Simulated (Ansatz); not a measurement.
**LiH: energy and pressure over a range of volumes**

One table from this session's results is given with a row withheld; the runs are named, their logs left out.

Program: Ansatz 0.2.0. Level of theory: DFT LDA, scalar-relativistic. These are calculated values, not measurements.

**The structure to begin with**

The structure is cubic, space group Fm-3m (No. 225). The conventional cell has a = 4.065 Å, b = 4.065 Å, c = 4.065 Å, α = 90.00°, β = 90.00°, γ = 90.00°. Around Li (site symmetry m-3m) lie 6 H at 2.03 Å. Around H (site symmetry m-3m) lie 6 Li at 2.03 Å.

Structure file:

```cif
data_structure
_symmetry_space_group_name_H-M 'Fm-3m'
_symmetry_Int_Tables_number 225
_cell_length_a 4.0650
_cell_length_b 4.0650
_cell_length_c 4.0650
_cell_angle_alpha 90.000
_cell_angle_beta 90.000
_cell_angle_gamma 90.000
_cell_volume 67.17
loop_
_atom_site_label
_atom_site_type_symbol
_atom_site_symmetry_multiplicity
_atom_site_Wyckoff_symbol
_atom_site_fract_x
_atom_site_fract_y
_atom_site_fract_z
_atom_site_occupancy
Li1 Li 4 a 0.00000 0.00000 0.00000 1
H1 H 4 b 0.50000 0.00000 0.00000 1
```

The file gives the conventional cell by its symmetry; the runs use the cell typed in the input.

Atoms are numbered in the order of the input: Li1, H2.

The first run:

File input.yaml:

```yaml
crystal:
  lattice:
    - [0.0, 2.0050304164, 2.0050304164]
    - [2.0050304164, 0.0, 2.0050304164]
    - [2.0050304164, 2.0050304164, 0.0]
  atoms:
    - { symbol: Li, position: [0.0, 0.0, 0.0] }
    - { symbol: H, position: [0.5, 0.5, 0.5] }
kpoints:
  mp_grid: { grid: [11, 11, 11] }
  band_path:
    path:
      - [0.0, 0.0, 0.0]
      - [0.5, 0.0, 0.5]
      - [0.625, 0.25, 0.625]
      - [0.375, 0.375, 0.75]
      - [0.0, 0.0, 0.0]
      - [0.5, 0.5, 0.5]
      - [0.5, 0.25, 0.75]
      - [0.5, 0.0, 0.5]
    npoints: 5
scf:
  occupations: { method: fermi_dirac, width: 0.03 }
hamiltonian:
  xc: lda
  pseudopotentials: { kind: all_electron, lapw: { basis_error: 0.001 } }
output:
  forces: true
  stress: true
  eigenvalues: true
```

Started as:

```sh
ansatz run input.yaml --threads 1 --pin off --max-ram 3072MiB --backend cpu --events-out ev --progress --plain --runs-dir out
```

Steps of the session up to this table: Volume × 0.96, LAPW; Volume × 0.96, PAW; Volume × 0.96, crystal datasets; Volume × 0.99, LAPW; Volume × 0.99, PAW; Volume × 0.99, crystal datasets; Volume × 1.02, LAPW; Volume × 1.02, PAW; Volume × 1.02, crystal datasets; Volume × 1.06, LAPW; Volume × 1.06, PAW; Volume × 1.06, crystal datasets.

One of the session's tables, all rows but one given; the rest of the session is left out.

It belongs to the step «The equation of state». 

| method | volume (Å³/atom) | pressure (GPa) | gap on the k mesh (eV) |
| --- | --- | --- | --- |
| LAPW | 8.061 | -2.72 | 2.82 |
| LAPW | 8.312 | -3.63 | 2.84 |
| LAPW | 8.564 | -4.41 | 2.86 |
| LAPW | 8.900 | -5.30 | 2.88 |
| PAW | 8.061 | -2.74 | 2.82 |
| PAW | 8.312 | ? | ? |
| PAW | 8.564 | -4.43 | 2.86 |
| PAW | 8.900 | -5.32 | 2.88 |
| crystal datasets | 8.061 | -2.72 | 2.82 |
| crystal datasets | 8.312 | -3.65 | 2.84 |
| crystal datasets | 8.564 | -4.42 | 2.86 |
| crystal datasets | 8.900 | -5.30 | 2.88 |

**Question.** Estimate the row for PAW, 8.312.

As computed: pressure (GPa): -3.64; gap on the k mesh (eV): 2.84. In the column «pressure (GPa)» it lies between crystal datasets, 8.312 (-3.65) and LAPW, 8.312 (-3.63).

Limits of these values: Warnings in the runs' records: crystal datasets made.
